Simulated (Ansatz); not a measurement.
## VN2: pressure against volume

VN2, I4/mcm, a = 4.307 Å, c = 4.968 Å. The structure is a COD entry; whether it is the stable form wasn't checked. Ansatz: PBE, PAW, 420 eV, Γ-centred 12×12×12 mesh on 6 atoms, Gaussian smearing 0.10 eV; no spin polarisation. Shape and atoms are relaxed at each volume; pressure is positive in compression.

```tsv
V (Å³/atom)	P (GPa)
6.758	52.89
6.988	36.17
7.219	22.03
7.449	10.08
7.679	0.00
7.910	-8.49
8.140	-15.60
8.447	?
```

**Question.** Take V0 = 7.679 Å³/atom, fit the third-order Birch–Murnaghan form to the other rows, and predict the missing pressure.

**Answer.** With the Eulerian strain f = ½[(V0/V)^(2/3) − 1] and y = P/[3f(1 + 2f)^(5/2)], the form is the line y = B0 + 1.5 B0 (B0′ − 4) f. Rows (f, y): 0.04445, 320.6; 0.03244, 317.6; 0.02102, 315.2; 0.01024, 311.9; -0.00978, 304.0; -0.01906, 300.7. Means f = 0.01322, y = 311.67; Σ(Δf)² = 0.002985, ΣΔfΔy = 0.9502; the slope is their ratio. y = 307.5 + 318.3 f GPa, so B0 = 307.5 GPa and B0′ = 4 + 2 × (318.3)/(3 × 307.5) = 4.69. At V = 8.447, f = -0.03079, y = 297.70 and P = -23.46 GPa. The run gave -23.25 GPa, so the fit is 0.21 GPa too low, a small miss on the scale of the series. The form still works here, 22 % of the fitted range beyond its end.